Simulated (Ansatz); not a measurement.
Molecular dynamics on a 2×2×2 supercell (16 atoms) of TlCl (Pm-3m), relaxed with r2SCAN+rVV10. Forces come from PBEsol in Ansatz: a Nosé-Hoover thermostat at fixed volume, 1300 K, steps of 1 fs. Spin polarisation is off, nuclei are classical, and the run is far too short for thermal averages.

```yaml
crystal:
  lattice:
    - [7.5872693925, 0.0, 0.0]
    - [0.0, 7.5872693925, 0.0]
    - [0.0, 0.0, 7.5872693925]
  atoms:
    - { symbol: Tl, position: [0.0, 0.0, 0.0] }
    - { symbol: Cl, position: [0.25, 0.25, 0.25] }
    - { symbol: Tl, position: [0.0, 0.0, 0.5] }
    - { symbol: Cl, position: [0.25, 0.25, 0.75] }
    - { symbol: Tl, position: [0.0, 0.5, 0.0] }
    - { symbol: Cl, position: [0.25, 0.75, 0.25] }
    - { symbol: Tl, position: [0.0, 0.5, 0.5] }
    - { symbol: Cl, position: [0.25, 0.75, 0.75] }
    - { symbol: Tl, position: [0.5, 0.0, 0.0] }
    - { symbol: Cl, position: [0.75, 0.25, 0.25] }
    - { symbol: Tl, position: [0.5, 0.0, 0.5] }
    - { symbol: Cl, position: [0.75, 0.25, 0.75] }
    - { symbol: Tl, position: [0.5, 0.5, 0.0] }
    - { symbol: Cl, position: [0.75, 0.75, 0.25] }
    - { symbol: Tl, position: [0.5, 0.5, 0.5] }
    - { symbol: Cl, position: [0.75, 0.75, 0.75] }
kpoints:
  mp_grid: { grid: [2, 2, 2] }
hamiltonian:
  xc: pbesol
scf:
  occupations: { method: fermi_dirac, width: 0.112 }
md:
  ensemble: nvt_nose_hoover
  temperature: 1300
  timestep: 1.0
  n_steps: 20
  initial_velocities: maxwell_boltzmann
  seed: 1505
```

Command: `ansatz run input.yaml --threads 4 --pin off --max-ram 3686MiB --backend cpu --events-out ev --progress --plain --runs-dir out`.

Question: It ran on 4 threads of Arm Neoverse V1, with other jobs on the host. About how long did it take, and what peak of host memory did it reach?

Answer: About 76 s, with a peak of 1.4 GiB.

```
step  t (fs)  T (K)  free energy F from step 0 (meV/atom)  kinetic energy (meV/atom)  largest force (eV/Å)
   0       0   1300                                   0.0                      157.5                  0.00
   1       1   1300                                   0.0                      157.5                  0.02
   2       2   1299                                   0.1                      157.4                  0.05
   3       3   1297                                   0.3                      157.2                  0.07
   4       4   1295                                   0.5                      157.0                  0.10
   5       5   1293                                   0.9                      156.7                  0.13
   6       6   1290                                   1.2                      156.3                  0.15
   7       7   1286                                   1.7                      155.8                  0.18
   8       8   1282                                   2.2                      155.3                  0.21
   9       9   1277                                   2.8                      154.7                  0.24
  10      10   1271                                   3.5                      154.1                  0.27
  11      11   1265                                   4.2                      153.3                  0.30
  12      12   1259                                   5.0                      152.5                  0.33
  13      13   1252                                   5.9                      151.7                  0.36
  14      14   1244                                   6.8                      150.7                  0.39
  15      15   1235                                   7.9                      149.7                  0.42
  16      16   1226                                   8.9                      148.6                  0.46
  17      17   1217                                  10.1                      147.5                  0.50
  18      18   1207                                  11.3                      146.3                  0.53
  19      19   1196                                  12.6                      145.0                  0.57
  20      20   1185                                  14.0                      143.6                  0.61
```

The temperature goes from 1300 K to 1185 K in 20 fs. By the last step the atoms have moved 0.14 Å in the root mean square, the drift of the whole cell taken out, 0.31 Å at most.

Positions (Å) and forces (eV/Å) at step 20:
```
Tl  -0.002  -0.046   0.040     0.021   0.098  -0.106
Cl   1.893   1.973   1.995    -0.113  -0.053  -0.258
Tl  -0.004  -0.025   3.726     0.118   0.175   0.210
Cl   1.942   1.869   5.554    -0.042   0.174   0.325
Tl  -0.056   3.822  -0.031     0.101  -0.094   0.061
Cl   1.779   5.655   1.950     0.126  -0.054  -0.136
Tl   0.041   3.822   3.832     0.018  -0.076  -0.032
Cl   2.031   5.646   5.645    -0.222  -0.128   0.112
Tl   3.734   0.027   0.025    -0.032   0.032   0.024
Cl   5.556   1.783   1.849     0.227   0.240  -0.060
Tl   3.786   0.027   3.830    -0.069  -0.120  -0.064
Cl   5.554   1.705   5.682     0.136   0.177   0.124
Tl   3.837   3.877  -0.042    -0.104  -0.066   0.042
Cl   5.852   5.908   2.035    -0.262  -0.436  -0.339
Tl   3.847   3.709   3.781    -0.006   0.066  -0.043
Cl   5.691   5.587   5.715     0.103   0.065   0.141
```
